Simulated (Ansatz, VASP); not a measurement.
**Zn in VASP and in Ansatz**

```
Zn
1.0
     0.00000    1.96478    1.96478
     1.96478    0.00000    1.96478
     1.96478    1.96478    0.00000
Zn
1
Direct
  0.00000 0.00000 0.00000
```

This isn't the form of Zn at room conditions, which is hcp.

Alike in both runs: task relaxation of cell and atoms; functional PBEsol; k mesh 18 × 18 × 18; occupations gaussian, width 0.1 eV; no spin polarisation.

```csv
,VASP,Ansatz
version,VASP 6.6.1,Ansatz 0.2.0
potentials or method,"VASP PAW PBE potentials, release 64 (Zn)","scalar-relativistic, plane waves, PAW"
plane-wave cutoff (eV),600,420
valence electrons in the cell,12,12
```

Ansatz gave:

```
gap on the k mesh at the Fermi level, each at its own relaxed structure (eV) : none
relaxed volume (Å³/atom)                                                     : 14.14
relaxed cell length with the largest relative difference (Å)                 : 2.714
energy change over the relaxation (meV/atom)                                 : -18
```

Task: What did VASP give for the same quantities?

Result: gap on the k mesh at the Fermi level, each at its own relaxed structure (eV): none; relaxed volume (Å³/atom): 14.19; relaxed cell length with the largest relative difference (Å): 2.718; energy change over the relaxation (meV/atom): -16.

A gap of «none» marks a metal or a gap that the smearing closes.

Caveats: the PAW data sets were made with another functional, which shifts forces and pressure a little (VASP).
